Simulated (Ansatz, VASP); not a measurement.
**One calculation of Rh, two programs**

The input INCAR:

```
SYSTEM = Rh
AGGAC = 1.0
AGGAX = 1.0
ALDAC = 0.0
ALDAX = 1.0
ALGO = Fast
EDIFF = 1E-6
ENCUT = 520
GGA = B5
ISIF = 2
ISMEAR = -1
LASPH = .True.
LCHARG = .False.
LREAL = .False.
LWAVE = .False.
NBANDS = 14
NELM = 80
PREC = Accurate
SIGMA = 0.1
```

File KPOINTS:

```
k-points
0
Gamma
  16 16 16
  0 0 0
```

File POSCAR:

```
Rh
1.0
   -1.6248173137      1.6248173137      1.6248173137
    1.6248173137     -1.6248173137      1.6248173137
    1.6248173137      1.6248173137     -1.6248173137
Rh
1
Direct
    0.0000000000      0.0000000000      0.0000000000
```

Input for Ansatz:

```yaml
crystal:
  lattice:
    - [-1.6248173137, 1.6248173137, 1.6248173137]
    - [1.6248173137, -1.6248173137, 1.6248173137]
    - [1.6248173137, 1.6248173137, -1.6248173137]
  atoms:
    - { symbol: Rh, position: [0.0, 0.0, 0.0] }
hamiltonian:
  xc: blyp
  pseudopotentials:
    kind: paw
    azcp:
      Rh: "pseudopotentials/Rh.paw.azcp"
basis:
  ecutwfc: 420
  fft_grid_basis: typed
kpoints:
  mp_grid: { grid: [16, 16, 16], shift: [0, 0, 0] }
magnetization:
  spin_polarized: false
scf:
  occupations: { method: fermi_dirac, width: 0.1 }
  lower_state_search: "off"
output:
  stress: true
```

Alike in both runs: task single point; functional BLYP; k mesh 16 × 16 × 16; occupations fermi-dirac, width 0.1 eV; no spin polarisation.

|  | VASP | Ansatz |
| --- | --- | --- |
| version | VASP 6.6.1 | Ansatz 0.2.0 |
| potentials or method | VASP PAW PBE potentials, release 64 (Rh_pv) | plane waves (420 eV) with PAW, scalar-relativistic |
| plane-wave cutoff (eV) | 520 | 420 |
| valence electrons in the cell | 15 | 17 |

VASP gave:

```
pressure (GPa) : -15.9
```

Task: Estimate Ansatz's values.

Result: Pressure (GPa): -16.1.

The two sets of potentials don't hold the same shells in valence.

Caveats: so large a pressure means that the cell lies far from this level's equilibrium, or that cutoff or potentials fall short (VASP); the potentials were made for another functional, which shifts forces and pressure (VASP).
